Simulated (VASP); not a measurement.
# Zr in VASP: single point with PBE+D3(BJ)

Aim: the single point of Zr with PBE+D3(BJ).

Everything below comes from runs of VASP 6.6.1. Logs are shortened: lines on timing, memory, paths and dates and some standing lists are left out, and cuts for length are marked.

### 1 The cell of the first run

The cell holds a slab with vacuum, 4 atoms: a = 3.183 Å, b = 3.183 Å, c = 21.673 Å, α = 90.00°, β = 90.00°, γ = 120.00°.

The slab is cut from a database's or a generator's crystal, which needn't be the stable form of the element.

### 2 Single point, PBE+D3(BJ) (clean slab, lower half held)

INCAR reads:

```
SYSTEM = Zr
ALGO = Normal
DIPOL = 0.5 0.5 0.500
EDIFF = 1E-6
ENCUT = 520
GGA = PE
IDIPOL = 3
ISIF = 2
ISMEAR = 0
IVDW = 12
LASPH = .True.
LCHARG = .False.
LDIPOL = .True.
LREAL = .False.
LWAVE = .False.
NBANDS = 32
NELM = 100
PREC = Accurate
SIGMA = 0.1
```

KPOINTS reads:

```
k-points
0
Gamma
  9 9 1
  0 0 0
```

POSCAR reads:

```
Zr
1.0
    3.1832123965      0.0000000000      0.0000000000
   -1.5916061982      2.7567428010      0.0000000000
    0.0000000000      0.0000000000     21.6727168274
Zr
4
Direct
    0.6666666667      0.3333333333      0.3229867328
    0.3333333333      0.6666666667      0.4409955776
    0.6666666667      0.3333333333      0.5622100556
    0.3333333333      0.6666666667      0.6754476615
```

Potentials or basis: VASP PAW PBE potentials, release 64 (Zr_sv).

Launch:

```bash
cat potpaw_PBE.64/Zr_sv/POTCAR > POTCAR
mpirun -np 1 vasp_std > vasp.out
```

OUTCAR:

```text
SYSTEM = Zr
   EDIFF = 1E-6
   ENCUT = 520
   GGA = PE
   ISIF = 2
   ISMEAR = 0
   IVDW = 12
   LASPH = .True.
   LREAL = .False.
   NELM = 100
   PREC = Accurate
 IVDW          = 12

 ion  position               nearest neighbor table
   1  0.667  0.333  0.323-   2 3.15   2 3.15   2 3.15
   2  0.333  0.667  0.441-   1 3.15   1 3.15   1 3.15   3 3.21   3 3.21   3 3.21
   3  0.667  0.333  0.562-   4 3.07   4 3.07   4 3.07   2 3.21   2 3.21   2 3.21
   4  0.333  0.667  0.675-   3 3.07   3 3.07   3 3.07

  LATTYP: Found a hexagonal cell.
 ALAT       =     3.1832123965
 C/A-ratio  =     6.8084419536

  Lattice vectors:

 A1 = (   3.1832123965,   0.0000000000,   0.0000000000)
 A2 = (  -1.5916061982,   2.7567428010,   0.0000000000)
 A3 = (   0.0000000000,   0.0000000000,  21.6727168274)

Analysis of symmetry for initial positions (statically):
=====================================================================
 Subroutine PRICEL returns:
 Original cell was already a primitive cell.

 Routine SETGRP: Setting up the symmetry group for a
 hexagonal supercell.

 Subroutine GETGRP returns: Found  6 space group operations
 (whereof  6 operations were pure point group operations)
 out of a pool of 24 trial point group operations.

The static configuration has the point symmetry C_3v.

Analysis of symmetry for dynamics (positions and initial velocities):
=====================================================================
 Subroutine PRICEL returns:
 Original cell was already a primitive cell.

 Routine SETGRP: Setting up the symmetry group for a
 hexagonal supercell.

 Subroutine GETGRP returns: Found  6 space group operations
 (whereof  6 operations were pure point group operations)
 out of a pool of 24 trial point group operations.

The dynamic configuration has the point symmetry C_3v.

 Subroutine INISYM returns: Found  6 space group operations
 (whereof  6 operations are pure point group operations),
 and found     1 'primitive' translations

----------------------------------------------------------------------------------------

                                     Primitive cell

  volume of cell :     190.1845

  direct lattice vectors                    reciprocal lattice vectors
     3.183212397  0.000000000  0.000000000     0.314148060  0.181373467  0.000000000
[... 75 lines left out ...]
   ENCUT  =  520.0 eV  38.22 Ry    6.18 a.u.   5.92  5.92 40.30*2*pi/ulx,y,z
   NELM   =    100;   NELMIN=  2; NELMDL= -5     # of ELM steps
   EDIFF  = 0.1E-05   stopping-criterion for ELM
   LREAL  =      F    real-space projection
[... 7 lines left out ...]
   TEBEG  =    0.0;   TEEND  =   0.0 temperature during run
   PSTRESS=    0.0 pullay stress
   NELECT =      48.0000    total number of electrons
   NUPDOWN=      -1.0000    fix difference up-down
   EMIN   =  10.00;   EMAX   =-10.00  energy-range for DOS
   EFERMI =   0.00;   METHOD = LEGACY
   ISMEAR =     0;   SIGMA  =   0.10  broadening in eV -4-tet -1-fermi 0-gaus
   EFERMI_NEDOS =   21; number of points for ismear=-14 and -15
   IALGO  =     38    algorithm
   IMIX   =      4    mixing-type and parameters
     AMIX     =   0.40;   BMIX     =  1.00
     AMIX_MAG =   1.60;   BMIX_MAG =  1.00
  volume/ion in A,a.u.               =      47.55       320.86
  Fermi-wavevector in a.u.,A,eV,Ry     =   1.034579  1.955070 14.563036  1.070353
  Thomas-Fermi vector in A             =   2.168881
   LORBIT       =      0    0 simple, 1 ext, 2 COOP (PROOUT), +10 PAW based schemes
   GGA     = PE    functional components
   LHFCALC =     F    Hartree Fock is set to
   AEXX    =    0.0000 exact exchange contribution
   IVDW    =    12    specifies the selected vdW correction
   LEPSILON=     F    determine dielectric tensor
   LRPA    =     F    only Hartree local field effects (RPA)
 non-spin polarized calculation
 Gauss-broadening in eV      SIGMA  =   0.10
  energy-cutoff  :      520.00
  volume of cell :      190.18
 maximum number of plane-waves:      5154
 NGX is ok and might be reduce to    24
   NGX = 11   NGY = 11   NGZ = 81

 dipolmoment           0.000000      0.000000      0.001030 electrons x Angstroem

 number of electron      48.0000000 magnetization

 dipolmoment           0.000000      0.000000     -0.000327 electrons x Angstroem

 Free energy of the ion-electron system (eV)
  ---------------------------------------------------
  ext. energy  EPLUGINS =         0.00000000
  ---------------------------------------------------
  free energy    TOTEN  =       -32.27382845 eV

  energy without entropy =      -32.23747839  energy(sigma->0) =      -32.25565342

 E-fermi :   2.3490     XC(G=0):  -6.2524

 val. band max:        2.2963846040   @ k =   0.1111   0.0000   0.0000
 cond. band min:       2.3562417182   @ k =   0.0000   0.0000   0.0000
 fundamental gap:      0.0598571142
 Fermi energy:         2.3489861413

 k-point     1 :       0.0000    0.0000    0.0000
  band No.  band energies     occupation
      1     -46.6239      2.00000
      2     -46.5907      2.00000
      3     -46.2688      2.00000
      4     -46.1886      2.00000
      5     -24.9571      2.00000
      6     -24.8442      2.00000
[... 409 lines left out ...]
     31       4.8589      0.00000
     32       5.7758      0.00000

------------------------ aborting loop because EDIFF is reached ----------------------------------------

 vacuum level on the upper side and lower side of the slab       (xc-potential included)        -0.244        -0.278

 Edisp (eV)   -1.63960

 E8    (eV) :    -0.8670

  FORCE on cell =-STRESS in cart. coord.  units (eV):
  Direction    XX          YY          ZZ          XY          YZ          ZX
  --------------------------------------------------------------------------------------
  -------------------------------------------------------------------------------------
  Total      -1.82068    -1.82068    -1.05762    -0.00000     0.00000    -0.00000
  in kB     -15.33800   -15.33800    -8.90971    -0.00000     0.00000    -0.00000
  external pressure =      -13.20 kB  Pullay stress =        0.00 kB

 VOLUME and BASIS-vectors are now :
 -----------------------------------------------------------------------------
  energy-cutoff  :      520.00
  volume of cell :      190.18
      direct lattice vectors                 reciprocal lattice vectors
     3.183212397  0.000000000  0.000000000     0.314148060  0.181373467  0.000000000
    -1.591606198  2.756742801  0.000000000     0.000000000  0.362746934  0.000000000
     0.000000000  0.000000000 21.672716827     0.000000000  0.000000000  0.046140962

 POSITION                                       TOTAL-FORCE (eV/Angst)
 -----------------------------------------------------------------------------------
      1.59161      0.91891      7.00000        -0.000000     -0.000000      0.393453
     -0.00000      1.83783      9.55757        -0.000000      0.000000     -0.399184
      1.59161      0.91891     12.18462         0.000000     -0.000000      0.007465
     -0.00000      1.83783     14.63879        -0.000000      0.000000     -0.001734
 -----------------------------------------------------------------------------------
    total drift:                                0.000000     -0.000000      0.000357

  FREE ENERGIE OF THE ION-ELECTRON SYSTEM (eV)
  ---------------------------------------------------
  free  energy   TOTEN  =       -33.9134288077 eV

  energy  without entropy=      -33.8770787541  energy(sigma->0) =      -33.89525378

 vacuum level on the upper side and lower side of the slab         6.320         6.324
```

It took 2 min on 1 thread of Intel Xeon Platinum 8488C (Sapphire Rapids), shared host; peak memory 0.28 GiB.

What came out:

```yaml
Free_energy: -33.9134 eV
Largest_force: 0.399 eV/Å
Band_gap_on_the_k_mesh: none (metal or under the smearing width)
Dispersion_energy_per_atom: -0.410 eV
```

Forces in eV/Å, atoms in the order of the input:
```
Zr   0.000  0.000  0.393
Zr   0.000  0.000 -0.399
Zr   0.000  0.000  0.007
Zr   0.000  0.000 -0.002
```
